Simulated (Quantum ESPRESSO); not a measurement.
# LiCl: phonon dispersion with PBE

**What was measured.**

From a printed reference work, monograph, for a bulk crystal of LiCl: high-frequency dielectric constant 2.75.

Crystal: LiCl.

```
CELL_PARAMETERS angstrom
0.00000 2.56477 2.56477
2.56477 0.00000 2.56477
2.56477 2.56477 0.00000
ATOMIC_POSITIONS crystal
Cl 0.50000 0.50000 0.50000
Li 0.00000 0.00000 0.00000
```

```yaml
Program: Quantum ESPRESSO 7.5
Task: phonon dispersion
Functional: PBE
Potentials_or_basis: PseudoDojo 0.4.1 SR PBE standard
Cutoff: 1007 eV
Density_cutoff: 4027 eV
k_mesh: 4 × 4 × 4, shifted
Occupations: fermi-dirac, width 0.05 eV
Spin: no spin polarisation
Mixing_beta: 0.5
Most_SCF_iterations: 120
SCF_threshold: 4e-10 Ry
q_mesh: 2 × 2 × 2
```

```json
{
 "Relaxed volume": "17.07 Å³/atom",
 "Relaxed cell": "a = 3.641 Å, b = 3.641 Å, c = 3.641 Å, α = 60.00°, β = 60.00°, γ = 60.00°",
 "Space group after relaxing (to 0.05 Å)": "Fm-3m (No. 225)",
 "Pressure after relaxing": "0.0 GPa",
 "Electronic dielectric tensor (diagonal)": "2.95",
 "Born charges (mean of the diagonal)": "Cl -1.19; Li +1.19 e",
 "Highest phonon frequency, LO-TO splitting left out": "388 cm⁻¹",
 "Zero-point energy": "0.034 eV/atom"
}
```

Step by step:
| step | energy change (eV) | largest force (eV/Å) | pressure (GPa) | volume (Å³) |
| --- | --- | --- | --- | --- |
| 1 | 0.0000 | 0.0000 | 0.38 | 33.74 |
| 2 | -0.0001 | 0.0000 | 0.32 | 33.81 |
| 3 | -0.0003 | 0.0000 | 0.25 | 33.88 |
| 4 | -0.0004 | 0.0000 | 0.14 | 33.99 |
| 5 | -0.0005 | 0.0000 | 0.00 | 34.14 |
| 6 | -0.0005 | 0.0000 | 0.00 | 34.14 |

Final structure:
```
CELL_PARAMETERS angstrom
0.00000 2.57471 2.57471
2.57471 0.00000 2.57471
2.57471 2.57471 0.00000
ATOMIC_POSITIONS crystal
Cl 0.50000 0.50000 0.50000
Li 0.00000 0.00000 0.00000
```

Levels at points of the mesh, in eV from the valence-band top:
```
           k point  band 3  band 4  band 5  band 6  band 7  band 8
(0.12, 0.12, 0.12)   -0.48    0.00    0.00    6.76   11.09   11.75
```

Phonon frequencies in cm⁻¹ (negative: imaginary):
```tsv
q point	frequencies
(0.000, 0.000, 0.000)	0 0 0 168 168 384
(0.318, 0.000, 0.318)	110 110 166 199 199 286
(0.500, 0.150, 0.650)	136 143 179 201 203 217
(0.346, 0.346, 0.692)	115 166 167 169 227 274
(0.144, 0.144, 0.288)	74 85 128 156 205 374
(0.091, 0.091, 0.091)	32 32 57 169 169 384
(0.409, 0.409, 0.409)	100 100 184 184 193 388
(0.589, 0.321, 0.589)	113 148 173 181 213 301
(0.500, 0.275, 0.725)	137 160 164 200 216 235
(0.500, 0.450, 0.550)	105 110 184 189 200 377
(0.431, 0.431, 0.639)	110 134 176 188 205 332
(0.562, 0.125, 0.562)	125 139 179 186 202 214
```

Electronic dielectric tensor:
```
2.95 0.00 0.00
0.00 2.95 0.00
0.00 0.00 2.95
```

Born effective charge tensors (e):
atom 1, Cl
```
-1.19  0.00  0.00
 0.00 -1.19  0.00
 0.00  0.00 -1.19
```
atom 2, Li
```
1.19 0.00 0.00
0.00 1.19 0.00
0.00 0.00 1.19
```

Phonon frequencies at the corners of the path (cm⁻¹, interpolated; i marks imaginary ones):
| point | frequencies |
| --- | --- |
| Γ | 0 0 0 168 168 384 |
| X | 127 127 182 182 191 210 |
| W | 139 161 161 215 216 216 |
| K | 118 159 173 174 222 250 |
| L | 103 103 186 186 202 388 |
| U | 118 159 173 174 222 250 |

Phonon states per cell in windows of 20 cm⁻¹ (negative: imaginary):
| from (cm⁻¹) | total | Cl | Li |
| --- | --- | --- | --- |
| 0 | 0.00 | 0.00 | 0.00 |
| 20 | 0.01 | 0.01 | 0.00 |
| 40 | 0.04 | 0.03 | 0.00 |
| 60 | 0.10 | 0.09 | 0.01 |
| 80 | 0.27 | 0.26 | 0.02 |
| 100 | 0.79 | 0.76 | 0.03 |
| 120 | 0.65 | 0.60 | 0.04 |
| 140 | 0.36 | 0.30 | 0.06 |
| 160 | 1.06 | 0.45 | 0.61 |
| 180 | 1.02 | 0.40 | 0.63 |
| 200 | 0.66 | 0.06 | 0.60 |
| 220 | 0.08 | 0.00 | 0.08 |
| 240 | 0.08 | 0.00 | 0.08 |
| 260 | 0.10 | 0.00 | 0.10 |
| 280 | 0.11 | 0.00 | 0.11 |
| 300 | 0.12 | 0.00 | 0.12 |
| 320 | 0.15 | 0.01 | 0.15 |
| 340 | 0.16 | 0.01 | 0.16 |
| 360 | 0.20 | 0.01 | 0.19 |
| 380 | 0.02 | 0.00 | 0.02 |

Harmonic thermodynamics per atom at this volume (zero-point energy 34.0 meV, Debye temperature from the second moment 366 K):
```
 T (K)  free energy (meV)  entropy (k_B)  heat capacity Cv (k_B)
    50               33.7           0.25                    0.68
   100               30.9           1.10                    1.78
   200               14.3           2.64                    2.57
298.15              -12.8           3.72                    2.79
   500              -91.4           5.20                    2.92
   800             -245.1           6.59                    2.97
```

It took 5.1 min on 1 thread of Arm Neoverse V1, with other jobs on the host, peak memory 0.09 GiB.

Against the measured high-frequency dielectric constant of LiCl, 2.75 (a printed reference work, monograph), the calculated 2.95 is off by +7.2 %.

Caveat: the q mesh is small, so phonon branches between its points and thermal values are rough.
